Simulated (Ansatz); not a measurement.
# TiSi (Cmmm) in Ansatz: convergence with scf exx energy threshold

Aim: find how far scf exx energy threshold must go before the results for TiSi settle, at PBE0. This setting moves, with any that are tied to it; all else stays.

All numbers are computed with Ansatz 0.2.0; they aren't measurements. Logs are shortened: lines on timing, memory, paths and dates and some standing lists are left out, and cuts for length are marked.

## (1) The structure

Symmetry: Cmmm, No. 65, orthorhombic system. Conventional cell: a = 3.632 Å, b = 4.235 Å, c = 3.804 Å, α = 90.00°, β = 90.00°, γ = 90.00°. Around Ti (site symmetry mmm) lie 8 Si at 2.63 to 2.85 Å and 4 Ti at 2.79 Å. Si (site symmetry mmm) is surrounded by 8 Ti at 2.63 to 2.85 Å and 4 Si at 2.79 Å.

The cell comes from a database or a generator and needn't be the stable form of this composition.

## (2) With scf exx energy threshold 0.01

input.yaml

```yaml
crystal:
  lattice:
    - [1.816178, -2.117624, 0.0]
    - [1.816178, 2.117624, 0.0]
    - [0.0, 0.0, 3.803934]
  atoms:
    - { symbol: Ti, position: [0.5, 0.5, 0.0] }
    - { symbol: Si, position: [0.0, 0.0, 0.5] }
hamiltonian:
  xc: pbe0
  pseudopotentials: { kind: paw }
kpoints:
  mp_grid: { grid: [5, 5, 4] }
scf:
  occupations: { method: gaussian, width: 0.1 }
  exx: { energy_threshold: 0.01 }
output:
  forces: true
  stress: true
  eigenvalues: true
```

Potentials or basis: Ansatz PAW.

On the command line:

```bash
> ansatz run input.yaml --threads 2 --pin off --max-ram 5632MiB --backend cpu --events-out ev --progress --plain --runs-dir out
```

Run time: 12 s. Hardware: 2 threads of Arm Neoverse V2, shared host; peak memory 0.68 GiB.

Results:

```yaml
Free_energy: -3136.6988 eV
Pressure: -2.2 GPa
Band_gap_on_the_k_mesh: none (metal or under the smearing width)
```

## (3) With scf exx energy threshold 0.001

input.yaml, as its differences from that of step 2:

```diff
@@ -15,3 +15,3 @@
   occupations: { method: gaussian, width: 0.1 }
-  exx: { energy_threshold: 0.01 }
+  exx: { energy_threshold: 0.001 }
 output:
```

Potentials or basis: Ansatz PAW.

On the command line:

```bash
> ansatz run input.yaml --threads 2 --pin off --max-ram 5632MiB --backend cpu --events-out ev --progress --plain --runs-dir out
```

Run time: 11 s. Hardware: 2 threads of Arm Neoverse V2, shared host; peak memory 0.68 GiB.

What came out:

```
Free energy            : -3136.6988 eV
Pressure               : -2.2 GPa
Band gap on the k mesh : none (metal or under the smearing width)
```

## (4) With scf exx energy threshold 0.0001

input.yaml, as its differences from that of step 3:

```diff
@@ -15,3 +15,3 @@
   occupations: { method: gaussian, width: 0.1 }
-  exx: { energy_threshold: 0.001 }
+  exx: { energy_threshold: 0.0001 }
 output:
```

On the command line:

```bash
> ansatz run input.yaml --threads 2 --pin off --max-ram 5632MiB --backend cpu --events-out ev --progress --plain --runs-dir out
```

Run time: 12 s. Hardware: 2 threads of Arm Neoverse V2, shared host; peak memory 0.68 GiB.

What came out:

- Free energy: -3136.6988 eV
- Pressure: -2.2 GPa
- Band gap on the k mesh: none (metal or under the smearing width)

## (5) With scf exx energy threshold 1e-05

input.yaml, as its differences from that of step 4:

```diff
@@ -15,3 +15,3 @@
   occupations: { method: gaussian, width: 0.1 }
-  exx: { energy_threshold: 0.0001 }
+  exx: { energy_threshold: 1.0e-05 }
 output:
```

On the command line:

```bash
> ansatz run input.yaml --threads 2 --pin off --max-ram 5632MiB --backend cpu --events-out ev --progress --plain --runs-dir out
```

Wall time 12 s (2 threads of Arm Neoverse V2, shared host); peak memory 0.68 GiB.

The run converged. Its results:

| Item | Value |
| --- | --- |
| Free energy | -3136.6988 eV |
| Pressure | -2.2 GPa |
| Band gap on the k mesh | none (metal or under the smearing width) |

## (6) With scf exx energy threshold 1e-06

input.yaml, as its differences from that of step 5:

```diff
@@ -15,3 +15,3 @@
   occupations: { method: gaussian, width: 0.1 }
-  exx: { energy_threshold: 1.0e-05 }
+  exx: { energy_threshold: 1.0e-06 }
 output:
```

Potentials or basis: Ansatz PAW.

On the command line:

```bash
> ansatz run input.yaml --threads 2 --pin off --max-ram 5632MiB --backend cpu --events-out ev --progress --plain --runs-dir out
```

Wall time 12 s (2 threads of Arm Neoverse V2, shared host); peak memory 0.68 GiB.

Results (log left out):

```
Free energy            : -3136.6988 eV
Pressure               : -2.2 GPa
Band gap on the k mesh : none (metal or under the smearing width)
```

## (7) With scf exx energy threshold 1e-07

input.yaml, as its differences from that of step 6:

```diff
@@ -15,3 +15,3 @@
   occupations: { method: gaussian, width: 0.1 }
-  exx: { energy_threshold: 1.0e-06 }
+  exx: { energy_threshold: 1.0e-07 }
 output:
```

Potentials or basis: Ansatz PAW.

On the command line:

```bash
> ansatz run input.yaml --threads 2 --pin off --max-ram 5632MiB --backend cpu --events-out ev --progress --plain --runs-dir out
```

Log:

```text
Warning: output.stress: scf.convergence.dr2_threshold = 1e-7 eV (the SCF's general default) is looser than the 2e-10 eV advised for a printed stress (1e-10 eV for each atom of the cell: 2). What an SCF threshold leaves in a stress goes as its square root, and in the free energy as the threshold itself, and one threshold admits the most on a small cell: of the crystals measured, under no hybrid functional and no lock of the moments, on runs that ended without the residual-converged pass, on stresses that held no estimate of that error, the worst erred by over 100 MPa in a component at 1e-7 eV an atom and by under 5 at 1e-10. Set scf.convergence.dr2_threshold to 2e-10 eV or tighter. The threshold is an SCF's pass mark: one that does not reach it within its budget of iterations ends unconverged, or closes short of it on a stop that the run arms, and scf.convergence.dr2_threshold's page says what that costs each kind of run
Warning: output.stress: scf.exx.energy_threshold = 1e-7 eV is looser than the 2e-8 eV advised for a stress under a hybrid functional (1e-8 eV for each atom of the cell: 2). Every SCF of the exchange loop can meet its threshold on dr2 while the loop round them stops early: no threshold on dr2 bounds what that leaves in the stress. Set scf.exx.energy_threshold to 2e-8 eV or tighter. The threshold is the loop's pass mark: a loop that does not reach it within its budget of cycles ends unconverged, and scf.exx.energy_threshold's page has the law
Warning: RAYON_NUM_THREADS=2 ignored (pool sized by the plan → 2); use --threads N
Engine: ansatz 0.2.0, aarch64-unknown-linux-gnu
Pseudopotentials: kind: paw
Pseudopotential: Ti, paw, valence charge 12, recommended cutoff 420 eV (normal), Ti.paw.azcp
Pseudopotential: Si, paw, valence charge 4, recommended cutoff 420 eV (normal), Si.paw.azcp
Functional definition: PBE0
  parameter a = 0.25
  parameter kappa = 0.804
  parameter beta = 0.06672455060314922
  exchange = (1 - a)*pbe_x(kappa = kappa, mu = beta*pi^2/3) + a*exact_x
  correlation = pbe_c(beta = beta)
Crystal: 2 atoms, lattice volume = 29.260 Å³
Basis set: ecut = 420 eV, 573 PW (Γ), exchange–correlation on 40×40×54 points (8 copies of the dense FFT grid, shifted against one another)
Bands: 12, of which v1, the nominal top of the filled ones, is band 8 counted from 1 (7 counted from 0)
Symmetry: 8 space group operations
Space group: Cmmm (ITA 65), of the structure as read, at distance tolerance 3.1e-5 Å
k-points: 27 of 100
Non-local potential: Ti, projectors of the file, l = 0: 3, l = 1: 2, l = 2: 3, l = 3: 1
Non-local potential: Si, projectors of the file, l = 0: 2, l = 1: 2, l = 2: 2
PAW form: soft (Blöchl's): semilocal exchange-correlation on the pseudo side does not see the compensation charge
PAW frozen core: Ti, regenerated for the run's functional, and the local potential with it (the file was generated under x = pbe(κ = 0.804, μ = 0.2195149727645171), c = pbe(β = 0.06672455060314922))
PAW frozen core: Si, regenerated for the run's functional, and the local potential with it (the file was generated under x = pbe(κ = 0.804, μ = 0.2195149727645171), c = pbe(β = 0.06672455060314922))
PAW one-centre angular grid: Ti, 590 points (default); XC on 64 Gauss nodes
PAW one-centre angular grid: Si, 110 points (default); XC on 64 Gauss nodes
Initial density: superposition of atomic densities (neutral atoms: chi_scale 0, normalization atom), corrected by the library's trained network
Initial wavefunctions: pseudopotential atomic-orbital guess
Functional: x = pbe(κ = 0.804, μ = 0.2195149727645171), c = pbe(β = 0.06672455060314922), warm-up for x = 0.75 pbe(κ = 0.804, μ = 0.2195149727645171) + 0.25 exact, c = pbe(β = 0.06672455060314922)
SCF iter   1: F=—  HF=-3136.479730 eV  |F-HF|=—  |Δ(HF+E_count)|=         —  Δρ=6.31e-3  dr2=1.37e-2  ethr=1.77e-3  ⟨swp⟩=5.0  Hψ=1345  notcnv=0
[... 55 lines left out ...]
SCF iter   7: F=—  HF=-3136.698761 eV  |F-HF|=—  |Δ(HF+E_count)|=   6.10e-6  Δρ=2.61e-5  dr2=2.51e-7  ethr=1.63e-10  ⟨swp⟩=4.9  Hψ=1104  notcnv=0
SCF iter   8: F=—  HF=-3136.698761 eV  |F-HF|=—  |Δ(HF+E_count)|=   2.78e-8  Δρ=1.90e-6  dr2=1.62e-7  ethr=1.63e-10  ⟨swp⟩=3.0  Hψ=684  notcnv=0
Mixer restart at iter 8: flushing history
SCF iter   9: F=—  HF=-3136.698761 eV  |F-HF|=—  |Δ(HF+E_count)|=   5.74e-7  Δρ=1.19e-5  dr2=4.88e-8  ethr=5.92e-12  ⟨swp⟩=5.1  Hψ=1072  notcnv=0
SCF iter  10: F=—  HF=-3136.698761 eV  |F-HF|=—  |Δ(HF+E_count)|=   1.02e-7  Δρ=7.11e-6  dr2=1.06e-8  ethr=5.92e-12  ⟨swp⟩=5.0  Hψ=947  notcnv=0
SCF iter  11: F=-3136.698761 eV  HF=-3136.698761 eV  |F-HF|=2.36e-11  |Δ(HF+E_count)|=   2.30e-8  Δρ=4.99e-7  dr2=5.72e-11  ethr=5.92e-12  ⟨swp⟩=4.9  Hψ=905  notcnv=0
SCF 5 converged in 11 iterations: F = -3136.698761 eV  dr2 = 5.72e-11
  Residual-converged pass: ⟨swp⟩=2.6  Hψ=556  notcnv=0  max |occ|·‖R‖ = 7.3e-7 eV (tolerance 7.7e-7 eV)  dr2=5.71e-11  dr2_onsite=9.57e-12  max |Δocc| = 5.3e-14
hybrid outer 4: dexx = +1.900e-4 eV, tail = 4.36e-5 eV, Δε = 7.46e-2 eV (about 3.51e-2 eV left of the loop's levels)
Frozen-core exchange: fock
SCF iter   1: F=—  HF=-3136.698763 eV  |F-HF|=—  |Δ(HF+E_count)|=         —  Δρ=1.95e-6  dr2=6.17e-10  ethr=1.26e-9  ⟨swp⟩=4.0  Hψ=836  notcnv=0
preconditioner: auto → none  [insulator: Δε(μ)=0.284 eV  Ē_g=8.167 eV  σ=0.100 eV  W_gap=0.75  n_scr=6 (ndim 8)  ℏωp=19.4 eV  f_vac=0.000  D(μ)=0.37/eV (n_scr^D=0)]
SCF iter   2: F=-3136.698763 eV  HF=-3136.698763 eV  |F-HF|=9.23e-11  |Δ(HF+E_count)|=   1.46e-9  Δρ=1.22e-6  dr2=1.79e-10  ethr=2.01e-12  ⟨swp⟩=4.4  Hψ=844  notcnv=0
SCF 6 converged in 2 iterations: F = -3136.698763 eV  dr2 = 1.79e-10
  Residual-converged pass: ⟨swp⟩=2.4  Hψ=537  notcnv=0  max |occ|·‖R‖ = 7.1e-7 eV (tolerance 7.7e-7 eV)  dr2=1.79e-10  dr2_onsite=6.61e-11  max |Δocc| = 7.3e-15
hybrid outer 5: dexx = +2.057e-9 eV, tail = 5.12e-10 eV, Δε = 3.44e-4 eV (about 5.80e-5 eV left of the loop's levels), ΔF = 3.94e-31 eV/Å (tail 1.32e-31)
hybrid SCF converged: 5 outer / 31 inner (+8 warm-up), last move |dexx| = 2.06e-9 eV, tail = 5.12e-10 eV
Stability not checked: this state was not tested for a lower state beside it, because the functional holds exact exchange (a hybrid, or Hartree-Fock), whose exchange loop this test does not read (fock_operator; see scf.lower_state_search)
Free energy (F): -3136.698763 eV
Frozen-core exchange: fock
Harris-Foulkes:  -3136.698763 eV  (|F-HF|=9.23e-11)
Internal energy: -3136.696919 eV  (E = F + TS)
E sigma→0 (E₀):  -3136.697841 eV
Entropy (-TS):   -0.001845 eV (-0.922 meV/atom)
Fermi energy:    13.183111 eV
--- Per-component energies (eV) ---
  E_band       = -169.002529
  E_kinetic    = 316.350293
  E_local      = -949.274071  (includes V_loc(G=0)·N_el)
  E_nonlocal   = 30.518725
  E_hartree    = 406.272331
  E_xc         = -120.186458
  E_vxc        = -133.317842  (∫ρ·V_xc dr)
  E_exx        = -51.711116  (= α·E_x^exact, valence–valence)
  E_paw        = -1542.905180  (= ΣΔE_a)
  E_vpaw       = -142.402452  (= ΣTr[D̂ρ^β])
  E_aug_tail   = 0.000144  (compensation charges beyond the density's cutoff)
  E_ewald      = -1225.537457
  E_core_change = -0.224131  (= ΣΔE_core)
  E_smearing   = -0.001845  (= −TS)
  E_closure    = 0.000000  (closes the sum)
  Σ components = -3136.698763   (vs F -3136.698763, Δ=-4.55e-13)
--- Forces (eV/Å), atoms counted from 1 ---
  atom   1  Ti     0.00000000     0.00000000     0.00000000
  atom   2  Si    -0.00000000     0.00000000     0.00000000
  max |Σ_I F_I| component: 1.97e-31 eV/Å
--- Stress (GPa, compression-positive) ---
       -3.122747       0.000000       0.000000
        0.000000       1.641314       0.000000
        0.000000       0.000000      -5.038035
  P = ⅓ Tr σ = -2.1732 GPa (-21.732 kbar)
--- Band table (eV; the first three rows and the last of 27) ---
  k-point 0: bands = ["-48.5921", "-23.3922", "-22.9300", "-22.8135", "-0.3783", "10.2095", "10.8816", "11.2577", "16.0237", "17.0171", "17.7606", "19.5663"]
  k-point 1: bands = ["-48.5911", "-23.4176", "-22.9290", "-22.8137", "0.2457", "7.2363", "11.4387", "13.6299", "15.1774", "16.5437", "17.8141", "21.2456"]
  k-point 2: bands = ["-48.5901", "-23.4421", "-22.9278", "-22.8142", "1.1679", "5.3289", "11.6361", "14.5922", "14.7656", "16.1905", "17.8758", "21.2803"]
  k-point 26: bands = ["-48.4598", "-23.3795", "-23.2956", "-23.2875", "5.6707", "8.6820", "9.4010", "11.8491", "15.3245", "16.2216", "16.4441", "16.9664"]
```

Run time: 13 s. Hardware: 2 threads of Arm Neoverse V2, shared host; peak memory 0.68 GiB.

What came out:

```
Free energy            : -3136.6988 eV
Pressure               : -2.2 GPa
Band gap on the k mesh : none (metal or under the smearing width)
```

## (8) Result

```
scf exx energy threshold  energy less the tightest run, at zero smearing (meV/atom)  SCF cycles  CPU time (s)  peak memory (GiB)
                    0.01                                                       0.00          32            21               0.68
                   0.001                                                       0.00          32            20               0.68
                  0.0001                                                       0.00          35            22               0.68
                   1e-05                                                       0.00          34            22               0.68
                   1e-06                                                       0.00          36            22               0.68
                   1e-07                                                       0.00          39            22               0.68
```

Against the tightest run, the energy stays within 1 meV/atom from 0.01 on. The tightest run that finished is the yardstick and may itself not be fully converged.

Caveats: all runs use coarse meshes; the PAW data sets come from PBE, with cores solved anew for the run's functional, which leaves a small shift of forces and pressure; the thresholds are loose for stress.
